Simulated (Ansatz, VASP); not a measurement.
**Si: VASP beside Ansatz**

Contents of INCAR:

```
SYSTEM = Si
  PREC = Accurate
  ENCUT = 520
  EDIFF = 1E-6
  ISMEAR = 0
  SIGMA = 0.02
  LREAL = .False.
  LASPH = .True.
  NELM = 100
  ALGO = Fast
  ISIF = 2
  LWAVE = .False.
  LCHARG = .True.
  GGA = PE
  LELF = .True.
  LVHAR = .True.
  NBANDS = 11
```

File KPOINTS:

```
Automatic mesh
0
Gamma
  10 10 10
  0 0 0
```

File POSCAR:

```
Si
1.0
    0.0000000000      2.7348383262      2.7348383262
    2.7348383262      0.0000000000      2.7348383262
    2.7348383262      2.7348383262      0.0000000000
Si
2
Direct
    0.7500000000      0.7500000000      0.7500000000
    0.5000000000      0.5000000000      0.5000000000
```

Input for Ansatz:

```yaml
crystal:
  lattice:
    - [0.0, 2.7348383262, 2.7348383262]
    - [2.7348383262, 0.0, 2.7348383262]
    - [2.7348383262, 2.7348383262, 0.0]
  atoms:
    - { symbol: Si, position: [0.75, 0.75, 0.75] }
    - { symbol: Si, position: [0.5, 0.5, 0.5] }
basis:
  ecutwfc: 420
kpoints:
  mp_grid: { grid: [10, 10, 10] }
  band_path:
    path:
      - [[0.0, 0.0, 0.0], [0.5, 0.0, 0.5], [0.625, 0.25, 0.625]]
      - [[0.375, 0.375, 0.75], [0.0, 0.0, 0.0], [0.5, 0.5, 0.5], [0.5, 0.25, 0.75], [0.5, 0.0, 0.5]]
    npoints: 14
hamiltonian:
  xc: pbe
scf:
  occupations: { method: gaussian, width: 0.02 }
  n_extra_bands: 6
output:
  forces: true
  stress: true
  eigenvalues: true
  populations: true
  dos: { projected: true, de: 0.02, nscf_kmesh: { grid: [15, 15, 15] } }
  bader: true
  write_density: true
  write_potential: true
  elf: true
  volumetric_format: npy
```

Alike in both runs: task single point; functional PBE; k mesh 10 × 10 × 10; occupations gaussian, width 0.02 eV; no spin polarisation.

```csv
,VASP,Ansatz
version,VASP 6.6.1,Ansatz 0.2.0
potentials or method,"VASP PAW PBE potentials, release 64 (Si)","scalar-relativistic, plane waves, PAW"
plane-wave cutoff (eV),520,420
valence electrons in the cell,8,8
```

Ansatz gave:

- gap on the k mesh at the Fermi level (eV): 0.62
- least direct gap on the mesh (eV): 2.55
- pressure (GPa): 0.0

Task: Estimate VASP's values.

Result: gap on the k mesh at the Fermi level (eV): 0.62; least direct gap on the mesh (eV): 2.56; pressure (GPa): -0.1.

A k mesh can miss the band edges. A hybrid or GW would open this gap; PBE tends to underestimate it.
